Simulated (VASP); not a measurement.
# A VASP 6.6.1 single-point calculation on HfO$_{2}$

INCAR

```
SIGMA = 0.02
LASPH = .TRUE.
EDIFF = 1E-9
IBRION = -1
NBANDS = 18
GGA = PE
ENCUT = 520
LCHARG = .FALSE.
ISIF = 2
NELM = 120
LWAVE = .FALSE.
NSW = 0
LREAL = .FALSE.
PREC = Accurate
ISMEAR = -1
```

KPOINTS

```
KPOINTS created by Atomic Simulation Environment
0
Gamma
8 8 8
0 0 0
```

POSCAR

```
Hf O
 1.0000000000000000
     0.0000000000000000    2.5291823192270231    2.5291823192270231
     2.5291823192270231    0.0000000000000000    2.5291823192270231
     2.5291823192270231    2.5291823192270231   -0.0000000000000000
 Hf  O
   1   2
Cartesian
  0.0000000000000000 -0.0000000000000000  0.0000000000000000
  1.2645911596135113  1.2645911596135113  1.2645911596135113
  3.7937734788405346  3.7937734788405346  3.7937734788405346
```

The recommended PBE PAW datasets give the neutral cell 22 valence electrons.

Command

```
mpirun -np 1 vasp_std
```

OSZICAR

```
N       E                     dE             d eps       ncg     rms          rms(c)
DAV:   1     0.862743605467E+02    0.86274E+02   -0.12664E+04  1044   0.121E+03
DAV:   2    -0.321241122126E+02   -0.11840E+03   -0.11459E+03  1334   0.285E+02
DAV:   3    -0.359880058782E+02   -0.38639E+01   -0.38499E+01  1198   0.449E+01
DAV:   4    -0.360105358345E+02   -0.22530E-01   -0.22524E-01  1260   0.385E+00
DAV:   5    -0.360106772640E+02   -0.14143E-03   -0.14143E-03  1172   0.284E-01    0.486E+01
DAV:   6    -0.303708879503E+02    0.56398E+01   -0.20073E+01  1070   0.324E+01    0.420E+01
DAV:   7    -0.302817829196E+02    0.89105E-01   -0.66676E-01  1196   0.670E+00    0.293E+01
DAV:   8    -0.302671311523E+02    0.14652E-01   -0.27782E-01  1134   0.485E+00    0.959E+00
DAV:   9    -0.302458428781E+02    0.21288E-01   -0.66270E-02  1112   0.216E+00    0.263E+00
DAV:  10    -0.302460042033E+02   -0.16133E-03   -0.32793E-03  1160   0.440E-01    0.190E-01
DAV:  11    -0.302460491567E+02   -0.44953E-04   -0.16876E-04  1186   0.114E-01    0.209E-01
DAV:  12    -0.302460607176E+02   -0.11561E-04   -0.35273E-05  1148   0.399E-02    0.115E-02
DAV:  13    -0.302460616647E+02   -0.94711E-06   -0.14234E-06  1230   0.899E-03    0.276E-03
DAV:  14    -0.302460619121E+02   -0.24739E-06   -0.15858E-07  1152   0.275E-03    0.450E-03
DAV:  15    -0.302460618646E+02    0.47494E-07   -0.56478E-09  1336   0.520E-04    0.609E-04
DAV:  16    -0.302460618527E+02    0.11993E-07   -0.60833E-10   870   0.189E-04    0.283E-04
DAV:  17    -0.302460618565E+02   -0.38910E-08   -0.14219E-10   746   0.934E-05    0.894E-05
DAV:  18    -0.302460618574E+02   -0.82105E-09   -0.51995E-12   674   0.232E-05
   1 F= -.30246062E+02 E0= -.30246062E+02  d E =-.390153E-13
```

Standard output (part)

```
POSCAR found type information on POSCAR HfO
 POSCAR found :  2 types and       3 ions
 LDA part: xc-table for (Slater+PW92), standard interpolation
 POSCAR, INCAR and KPOINTS ok, starting setup
 WAVECAR not read
 entering main loop
```

From OUTCAR

```
k-points           NKPTS =     29   k-points in BZ     NKDIM =     29   number of bands    NBANDS=     18

   NELECT =      22.0000    total number of electrons

   dimension x,y,z NGX =    28 NGY =   28 NGZ =   28
   dimension x,y,z NGXF=    56 NGYF=   56 NGZF=   56

  energy-cutoff  :      520.00
  volume of cell :       32.36
      direct lattice vectors                 reciprocal lattice vectors
     0.000000000  2.529182319  2.529182319    -0.197692351  0.197692351  0.197692351
     2.529182319  0.000000000  2.529182319     0.197692351 -0.197692351  0.197692351
     2.529182319  2.529182319  0.000000000     0.197692351  0.197692351 -0.197692351

 k-points in reciprocal lattice and weights: KPOINTS created by Atomic Simulation Env
   0.00000000  0.00000000  0.00000000       0.002
   0.12500000  0.00000000  0.00000000       0.016
   0.25000000  0.00000000  0.00000000       0.016
   0.37500000  0.00000000  0.00000000       0.016
   0.50000000  0.00000000  0.00000000       0.008
   0.12500000  0.12500000  0.00000000       0.012
   0.25000000  0.12500000  0.00000000       0.047
   0.37500000  0.12500000  0.00000000       0.047
   ...

 E-fermi :   4.8551

 k-point     1 :       0.0000    0.0000    0.0000
  band No.  band energies     occupation
      1     -25.3168      2.00000
      2     -25.3168      2.00000
      3     -25.3168      2.00000
      4     -14.4372      2.00000
      5     -11.3693      2.00000
      6      -1.0465      2.00000
      7      -1.0465      2.00000
      8      -1.0465      2.00000
      9       3.7282      2.00000
     10       3.7282      2.00000
     11       3.7282      2.00000
     12       8.2360      0.00000
     13       8.2360      0.00000
     14      10.2307      0.00000
     15      14.8480      0.00000
     16      14.8480      0.00000
     17      14.8480      0.00000
     18      17.8700      0.00000

 k-point     2 :       0.1250    0.0000    0.0000
  band No.  band energies     occupation
      1     -25.3866      2.00000
      2     -25.3243      2.00000
      3     -25.3243      2.00000
      4     -14.2253      2.00000
      5     -11.5419      2.00000
      6      -0.8947      2.00000
      7      -0.8947      2.00000
      8      -0.6257      2.00000
      9       3.2704      2.00000
     10       3.4420      2.00000
     11       3.4420      2.00000
     12       8.5288      0.00000
     13       8.5288      0.00000
     14      10.8418      0.00000
     15      14.1433      0.00000
     16      14.5789      0.00000
     17      14.5789      0.00000
     18      17.8429      0.00000

 k-point     3 :       0.2500    0.0000    0.0000
  band No.  band energies     occupation
      1     -25.5484      2.00000
      2     -25.3425      2.00000
      3     -25.3425      2.00000
      4     -13.7252      2.00000
      5     -11.8876      2.00000
      6      -0.5196      2.00000
      7      -0.5196      2.00000
      8       0.3528      2.00000
      9       2.3633      2.00000
     10       2.9198      2.00000
     11       2.9198      2.00000
     12       8.9672      0.00000
     13       8.9672      0.00000
     14      11.4512      0.00000
     15      13.6411      0.00000
     16      14.0965      0.00000
     17      14.0965      0.00000
     18      17.0781      0.00000

 ...

  Total        0.4313552      0.4313552      0.4313552      0.0000000      0.0000000     -0.0000000
  in kB       21.3587207     21.3587207     21.3587207      0.0000000      0.0000000     -0.0000000
  external PRESSURE =      21.3587207 kB  Pullay stress =       0.0000000 kB

 POSITION                                       TOTAL-FORCE (eV/Angst)
 -----------------------------------------------------------------------------------
      0.00000      0.00000      0.00000        -0.000000     -0.000000     -0.000000
      1.26459      1.26459      1.26459         0.000000      0.000000      0.000000
      3.79377      3.79377      3.79377        -0.000000     -0.000000     -0.000000
 -----------------------------------------------------------------------------------
    total drift:                                0.000000      0.000000      0.000000

  FREE ENERGIE OF THE ION-ELECTRON SYSTEM (eV)
  ---------------------------------------------------
  free  energy   TOTEN  =       -30.2460618574 eV

  energy  without entropy=      -30.2460618574  energy(sigma->0) =      -30.24606186
```

It converged. Results: gap between bands v and c on the k mesh 3.82 eV; least direct gap on the k mesh 3.82 eV; pressure 2.1 GPa. Band v is the last that the valence electrons fill when counted band by band, and c is the next.

For comparison, a separate PBE run of the intended cell, on usual settings and not on those above, gives a gap of 3.82 eV on its mesh and a pressure of 2.1 GPa.

The run above took about 10 s on one core of a shared host (Intel Xeon 6975P-C) and held 0.16 GiB at most.
